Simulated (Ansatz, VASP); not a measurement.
# Two plane-wave programs on Bi

```
CELL_PARAMETERS angstrom
-1.99195 1.99195 1.99195
1.99195 -1.99195 1.99195
1.99195 1.99195 -1.99195
ATOMIC_POSITIONS crystal
Bi 0.00000 0.00000 0.00000
```

This isn't the form of Bi at room conditions, which is rhombohedral.

Alike in both runs: functional PBE; k mesh 9 × 9 × 9; occupations fermi-dirac, width 0.05 eV; no spin polarisation.

Ansatz relaxed the structure, and its values are those at the end. VASP's run is a single point on that final structure, the one shown.

```csv
,VASP,Ansatz
version,VASP 6.6.1,Ansatz 0.2.0
potentials or method,"VASP PAW PBE potentials, release 64 (Bi_d)","plane waves, PAW"
plane-wave cutoff (eV),520,420
valence electrons in the cell,15,15
```

|  | VASP | Ansatz | Ansatz less VASP |
| --- | --- | --- | --- |
| pressure (GPa) | 0.0 | 0.0 | +0.04 |

Ansatz warned: «stress_scf_threshold_loose».
